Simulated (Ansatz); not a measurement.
## ZnS (F-43m) under several functionals

**Measured values to compare with.**

From “Photocatalytic Degradation of Rhodamine B Dye and Hydrogen Evolution by Hydrothermally Synthesized NaBH4—Spiked ZnS Nanostructures”, 2022, pmc:9046778, for a bulk crystal of ZnS: lattice constant a 5.409 Å.

Plane-wave DFT in Ansatz with scalar-relativistic PAW potentials. The same structure was relaxed (cell and atoms, symmetry kept) in separate runs at each level. No spin polarisation.

How do the levels LDA, PBE, PBEsol, r2SCAN compare?

```csv
level,cutoff (eV),k mesh,V (Å³/atom),a (Å),gap (eV)
LDA,420,10×10×10,18.576,5.297,2.13
PBEsol,420,10×10×10,19.207,5.356,2.09
r2SCAN,500,8×8×8,19.556,5.388,2.70
PBE,420,10×10×10,20.149,5.442,2.02
```

The usual order of volumes, LDA < PBEsol < PBE, holds here (18.576, 19.207, 20.149 Å³/atom). As a rule LDA overbinds; PBEsol, built on the gradient expansion of slowly varying densities, lies between LDA and PBE; PBE's stronger gradient term for exchange weakens bonds. r2SCAN lies 2.9 % under PBE in volume. Each gap belongs to its own cell, so it mixes the functional's effect with that of the volume; gaps are the least found on the k mesh or on a band path.

For PBE: Against the measured lattice constant a of ZnS, 5.409 Å (quoted in “Photocatalytic Degradation of Rhodamine B Dye and Hydrogen Evolution by Hydrothermally Synthesized NaBH4—Spiked ZnS Nanostructures”, 2022, pmc:9046778), the calculated 5.442 Å is off by +0.6 %. The calculations are for 0 K without zero-point motion.

Cost: 4 runs of about 1.3 core-minutes in all, on Intel Xeon Processor @ 2.10GHz (Emerald Rapids), Intel Xeon 6975P-C (Granite Rapids) (shared hosts).